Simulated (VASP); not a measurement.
# Se (R-3m) in VASP: settings compared

One crystal, Se, is run at these levels: PBEsol, r2SCAN; tasks: relaxation of cell and atoms.

Everything below comes from runs of VASP 6.6.1. Logs are shortened: lines on timing, memory, paths and dates and some standing lists are left out, and cuts for length are marked.

## (1) The crystal as given

It takes space group R-3m (No. 166, trigonal). The conventional cell has a = 3.850 Å, b = 3.850 Å, c = 2.645 Å, α = 90.00°, β = 90.00°, γ = 120.00°. Se (site symmetry -3m) has 8 Se at 2.39 to 2.65 Å as nearest neighbours.

This isn't the form of Se at room conditions, which is trigonal, of chains.

## (2) Relaxation of cell and atoms, PBEsol, target pressure 94 GPa, at which the enthalpy is minimised

INCAR

```
SYSTEM = Se
PREC = Accurate
ENCUT = 600
EDIFF = 1E-6
ISMEAR = 1
SIGMA = 0.1
LREAL = .FALSE.
LASPH = .TRUE.
NELM = 80
ALGO = Normal
ISIF = 3
LWAVE = .FALSE.
LCHARG = .FALSE.
GGA = PS
IBRION = 2
NSW = 90
EDIFFG = -0.01
PSTRESS = 940.0
```

KPOINTS

```
Automatic mesh
0
G
  17 17 17
  0 0 0
```

POSCAR

```
Se
1.0
    1.9250000000      1.1113992682      0.8816666667
   -1.9250000000      1.1113992682      0.8816666667
    0.0000000000     -2.2227985364      0.8816666667
Se
1
Direct
    0.0000000000      0.0000000000      0.0000000000
```

Potentials or basis: VASP PAW PBE potentials, release 64 (Se).

Started as:

```bash
cat potpaw_PBE.64/Se/POTCAR > POTCAR
mpirun -np 1 vasp_std > vasp.out
```

OUTCAR:

```text
SYSTEM = Se
   PREC = Accurate
   ENCUT = 600
   EDIFF = 1E-6
   ISMEAR = 1
   LREAL = .FALSE.
   LASPH = .TRUE.
   NELM = 80
   ISIF = 3
   GGA = PS
   IBRION = 2
   NSW = 90
   EDIFFG = -0.01
   PSTRESS = 940.0

 ion  position               nearest neighbor table
   1  0.000  0.000  0.000-

  LATTYP: Found a trigonal (rhomboedric) cell.
 ALAT       =     2.3912694211
 COS(alpha) =    -0.2960878603

  Lattice vectors:

 A1 = (   1.9250000000,   1.1113992682,   0.8816666667)
 A2 = (  -1.9250000000,   1.1113992682,   0.8816666667)
 A3 = (   0.0000000000,  -2.2227985364,   0.8816666667)

Analysis of symmetry for initial positions (statically):
=====================================================================
 Subroutine PRICEL returns:
 Original cell was already a primitive cell.

 Routine SETGRP: Setting up the symmetry group for a
 trigonal (rhombohedral) supercell.

 Subroutine GETGRP returns: Found 12 space group operations
 (whereof 12 operations were pure point group operations)
 out of a pool of 12 trial point group operations.

The static configuration has the point symmetry D_3d.

Analysis of symmetry for dynamics (positions and initial velocities):
=====================================================================
 Subroutine PRICEL returns:
 Original cell was already a primitive cell.

 Routine SETGRP: Setting up the symmetry group for a
 trigonal (rhombohedral) supercell.

 Subroutine GETGRP returns: Found 12 space group operations
 (whereof 12 operations were pure point group operations)
 out of a pool of 12 trial point group operations.

The dynamic configuration has the point symmetry D_3d.

 Subroutine INISYM returns: Found 12 space group operations
 (whereof 12 operations are pure point group operations),
 and found     1 'primitive' translations

----------------------------------------------------------------------------------------

                                     Primitive cell

  volume of cell :      11.3177

  direct lattice vectors                    reciprocal lattice vectors
     1.925000000  1.111399268  0.881666667     0.259740260  0.149961109  0.378071834
    -1.925000000  1.111399268  0.881666667    -0.259740260  0.149961109  0.378071834
     0.000000000 -2.222798536  0.881666667     0.000000000 -0.299922218  0.378071834

  length of vectors
     2.391269421  2.391269421  2.391269421     0.482588487  0.482588487  0.482588487

  position of ions in fractional coordinates (direct lattice)
     0.000000000  0.000000000  0.000000000

[... 92 lines left out ...]
   IALGO  =     38    algorithm
   IMIX   =      4    mixing-type and parameters
     AMIX     =   0.40;   BMIX     =  1.00
     AMIX_MAG =   1.60;   BMIX_MAG =  1.00
  volume/ion in A,a.u.               =      11.32        76.38
  Fermi-wavevector in a.u.,A,eV,Ry     =   1.324971  2.503832 23.885687  1.755548
  Thomas-Fermi vector in A             =   2.454466
   LORBIT       =      0    0 simple, 1 ext, 2 COOP (PROOUT), +10 PAW based schemes
   GGA     = PS    functional components
   LHFCALC =     F    Hartree Fock is set to
   AEXX    =    0.0000 exact exchange contribution
   IVDW    =     0    specifies the selected vdW correction
   LEPSILON=     F    determine dielectric tensor
   LRPA    =     F    only Hartree local field effects (RPA)
 conjugate gradient relaxation of ions
 non-spin polarized calculation
 Methfessel and Paxton  Order N= 1 SIGMA  =   0.10
  energy-cutoff  :      600.00
  volume of cell :       11.32
 maximum number of plane-waves:       393
   NGX =  9   NGY =  9   NGZ =  9

--------------------------------------- Ionic step        1  -------------------------------------------

 number of electron       6.0000000 magnetization

 Free energy of the ion-electron system (eV)
  ---------------------------------------------------
  ext. energy  EPLUGINS =         0.00000000
  ---------------------------------------------------
  free energy    TOTEN  =        -1.07413748 eV

  energy without entropy =       -1.07424107  energy(sigma->0) =       -1.07417201

------------------------ aborting loop because EDIFF is reached ----------------------------------------

  FORCE on cell =-STRESS in cart. coord.  units (eV):
  Direction    XX          YY          ZZ          XY          YZ          ZX
  --------------------------------------------------------------------------------------
  -------------------------------------------------------------------------------------
  Total       10.8481768     10.8481768     10.5783247      0.0000000      0.0000000      0.0000000
  in kB     1535.7157051   1535.7157051   1497.5142514      0.0000000      0.0000000      0.0000000
  external PRESSURE =     582.9818872 kB  Pullay stress =     940.0000000 kB
[... 24 lines left out ...]
--------------------------------------- Ionic step        2  -------------------------------------------

 number of electron       6.0000001 magnetization

 E-fermi :   5.9141     XC(G=0): -10.9051

 val. band max:        5.8977049475   @ k =  -0.4118   0.1176   0.1176
 cond. band min:       5.9302638510   @ k =  -0.2353   0.2941   0.0588
 fundamental gap:      0.0325589035
 Fermi energy:         5.9141441923

 k-point     1 :       0.0000    0.0000    0.0000
  band No.  band energies     occupation
      1     -10.6429      2.00000
      2       8.2959      0.00000
      3       9.4246      0.00000
      4       9.4246      0.00000
      5      16.8300      0.00000
      6      17.4663      0.00000
      7      17.4663      0.00000
[... 299 lines left out ...]
  energy  without entropy=       -2.2754063550  energy(sigma->0) =       -2.27536900

  enthalpy is  TOTEN    =         5.3490276869 eV   P V=        7.6243780037

[... ionic steps 4 to 13 ...]

--------------------------------------- Ionic step       14  -------------------------------------------

 number of electron       6.0000000 magnetization

------------------------ aborting loop because EDIFF is reached ----------------------------------------
[... 69 lines left out ...]
--------------------------------------- Ionic step       16  -------------------------------------------

 number of electron       6.0000000 magnetization

 Free energy of the ion-electron system (eV)
  ---------------------------------------------------
  ext. energy  EPLUGINS =         0.00000000
  ---------------------------------------------------
  free energy    TOTEN  =        -2.18751974 eV

  energy without entropy =       -2.18763344  energy(sigma->0) =       -2.18755764

 E-fermi :  12.3910     XC(G=0): -12.8713

 val. band max:       12.3671721391   @ k =  -0.2353   0.2353   0.1765
 cond. band min:      12.4212789608   @ k =   0.4118   0.3529   0.1176
 fundamental gap:      0.0541068217
 Fermi energy:        12.3909828075

 k-point     1 :       0.0000    0.0000    0.0000
  band No.  band energies     occupation
      1      -9.4088      2.00000
      2      16.0901      0.00000
      3      18.5956      0.00000
      4      18.5956      0.00000
      5      23.1494      0.00000
      6      23.1494      0.00000
      7      26.3299      0.00000
[... 262 lines left out ...]
  energy  without entropy=       -2.1876334359  energy(sigma->0) =       -2.18755764

  enthalpy is  TOTEN    =         5.3235637844 eV   P V=        7.5110835252

 reached required accuracy - stopping structural energy minimisation
```

CONTCAR:

```text
Se
   1.00000000000000
     1.9448697044601024    1.1228710475168537    0.9770429932769567
    -1.9448697044601015    1.1228710475168537    0.9770429932769564
    -0.0000000000000003   -2.2457420950337075    0.9770429932769565
  Se
     1
Direct
     0.0000000000000000    0.0000000000000000    0.0000000000000000

  0.00000000E+00  0.00000000E+00  0.00000000E+00
```

Wall time 5.3 min (1 thread of Intel Xeon Platinum 8375C at 2.90GHz (Ice Lake), shared host); peak memory 0.17 GiB.

What came out:

```
Free energy                                            : -2.1875 eV
Relaxed volume                                         : 12.80 Å³/atom
Relaxed cell                                           : a = 2.449 Å, b = 2.449 Å, c = 2.449 Å, α = 105.15°, β = 105.15°, γ = 105.15°
Space group after relaxing (to 0.05 Å)                 : R-3m (No. 166)
Energy change on relaxing (the enthalpy is what falls) : -1113.4 meV/atom
Ionic steps                                            : 16
Pressure after relaxing                                : 94.0 GPa
Band gap on the k mesh                                 : none (metal or under the smearing width)
```

The path:
```tsv
step	energy change (eV)	largest force (eV/Å)	pressure (GPa)	volume (Å³)
1	0.0000	0.0000	152.30	11.32
2	-2.3621	0.0000	-0.75	19.49
3	-1.2012	0.0000	83.98	13.00
4	-1.0419	0.0000	93.13	12.71
5	-1.0250	0.0000	94.08	12.68
6	-1.0337	0.0000	94.12	12.69
7	-1.0571	0.0000	93.94	12.72
8	-1.0806	0.0000	96.54	12.75
9	-1.0680	0.0000	94.81	12.73
10	-1.0780	0.0000	95.56	12.74
11	-1.0806	0.0000	95.96	12.75
12	-1.0802	0.0000	95.87	12.75
13	-1.1914	0.0000	90.13	12.94
14	-1.1075	0.0000	94.46	12.79
15	-1.1163	0.0000	93.77	12.81
16	-1.1134	0.0000	94.00	12.80
```

Final structure:
```
Se
1.0
     1.94487    1.12287    0.97704
    -1.94487    1.12287    0.97704
     0.00000   -2.24574    0.97704
Se
1
Direct
  0.00000 0.00000 0.00000
```

Caveat: the cell is relaxed towards a set pressure, so the enthalpy falls and the energy may rise; the PAW data sets were made with another functional, which shifts forces and pressure a little. Zero-point motion and thermal expansion aren't in these numbers.

## (3) Relaxation of cell and atoms, PBEsol, target pressure 94 GPa, at which the enthalpy is minimised

This run uses another cell than the first one, of 12.80 Å³/atom, 1.131 times its volume.

INCAR: that of step 2 with these lines changed.

```diff
@@ -3,3 +3,3 @@
 ENCUT = 600
-EDIFF = 1E-6
+EDIFF = 1E-7
 ISMEAR = 1
@@ -16,3 +16,3 @@
 NSW = 90
-EDIFFG = -0.01
+EDIFFG = -0.005
 PSTRESS = 940.0
```

KPOINTS is that of step 2.

POSCAR

```
Se                                      
1.0
    1.9448697045      1.1228710475      0.9770429933
   -1.9448697045      1.1228710475      0.9770429933
   -0.0000000000     -2.2457420950      0.9770429933
  Se            
     1
Direct
     0.0000000000000000    0.0000000000000000    0.0000000000000000
```

Potentials or basis: VASP PAW PBE potentials, release 64 (Se).

Started as:

```bash
cat potpaw_PBE.64/Se/POTCAR > POTCAR
mpirun -np 1 vasp_std > vasp.out
```

It took 41 s on 1 thread of Intel Xeon Platinum 8375C at 2.90GHz (Ice Lake), shared host; peak memory 0.17 GiB.

Results (log left out):

| Property | Result |
| --- | --- |
| Free energy | -2.1877 eV |
| Pressure after relaxing | 94.0 GPa |
| Band gap on the k mesh | none (metal or under the smearing width) |

Final structure:
```
CELL_PARAMETERS angstrom
1.94487 1.12287 0.97704
-1.94487 1.12287 0.97704
0.00000 -2.24574 0.97704
ATOMIC_POSITIONS crystal
Se 0.00000 0.00000 0.00000
```

Levels at points of the mesh, in eV from the Fermi level:
| k point | band 1 | band 2 | band 3 | band 4 | band 5 | band 6 | band 7 |
| --- | --- | --- | --- | --- | --- | --- | --- |
| (0.00, 0.00, 0.00) | -21.80 | 3.70 | 6.20 | 6.20 | 10.76 | 10.76 | 13.94 |

Caveat: the relaxation stopped at its first step, so nothing moved; the cell is relaxed towards a set pressure, so the enthalpy falls and the energy may rise; the PAW data sets were made with another functional, which shifts forces and pressure a little.

(Part 1 of 2 ends here.)
